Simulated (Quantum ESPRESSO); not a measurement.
# Li under changes of volume

One of the cells (21.609 Å³/atom); the others are scaled copies at fixed shape and fractional positions:

```
Li
1.0
    -1.75465    1.75465    1.75465
     1.75465   -1.75465    1.75465
     1.75465    1.75465   -1.75465
Li
1
Direct
  0.00000 0.00000 0.00000
```

- Program: Quantum ESPRESSO 7.5
- Functional: PBEsol
- Potentials or basis: GBRV 1.5 PBEsol
- Cutoff: 612 eV
- Density cutoff: 4898 eV
- k mesh: 11 × 11 × 11
- Occupations: fermi-dirac, width 0.05 eV
- Spin: no spin polarisation

```tsv
volume (Å³/atom)	energy over the lowest point (meV/atom)	pressure (GPa)
20.312	0.00	-0.1
20.744	0.51	-0.3
21.177	1.74	-0.6
21.609	?	?
22.041	6.07	-1.0
22.473	9.08	-1.2
22.905	12.58	-1.4
```

Task: What does the run at 21.609 Å³/atom give?

Result: Energy over the lowest point 3.61 meV/atom; pressure -0.8 GPa.

Worked out: A Birch-Murnaghan fit of order 3 (a polynomial in V^(-2/3)) to the other rows has its minimum at 20.24 Å³/atom, just outside them, with B0 = V·E''(V) = 13.7 GPa and B' = 3.2. It gives 3.61 meV/atom at 21.609 Å³/atom, against the run's 3.61, and -dE/dV = -0.8 GPa, against -0.8.

Energies are extrapolated to zero smearing.
